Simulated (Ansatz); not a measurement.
Results of r²SCAN+SOC (PAW; Ansatz, a program for electronic structure) for cubic perovskite BaSnO₃.

Numerical settings: plane-wave cutoff 560 eV, 8×8×8 k mesh, Fermi–Dirac smearing 0.01 eV, PAW data made under PBE.

The cell is scaled about its equilibrium volume:

| V (Å³/atom) | P (GPa) | direct gap at Γ (eV) | smallest gap on the k mesh (eV) |
|---|---|---|---|
| 13.254 | 11.34 | 2.800 | 2.406 |
| 13.536 | 7.11 | 2.521 | 2.113 |
| 13.818 | 3.35 | 2.254 | 1.834 |
| 14.100 | -0.01 | 1.998 | 1.567 |
| 14.382 | -3.00 | 1.752 | 1.313 |
| 14.664 | -5.65 | 1.516 | 1.071 |
| 14.946 | -8.02 | 1.290 | 0.839 |

The fundamental gap (1.57 eV at the equilibrium volume, with added k points) lies elsewhere than Γ–Γ.

Measured, for comparison: band gap 2.95 eV (temperature not stated, no zero-point or thermal correction, indirect, from the absorption edge of a single crystal; as tabulated in Kim et al. (2012), arXiv:1207.0764).
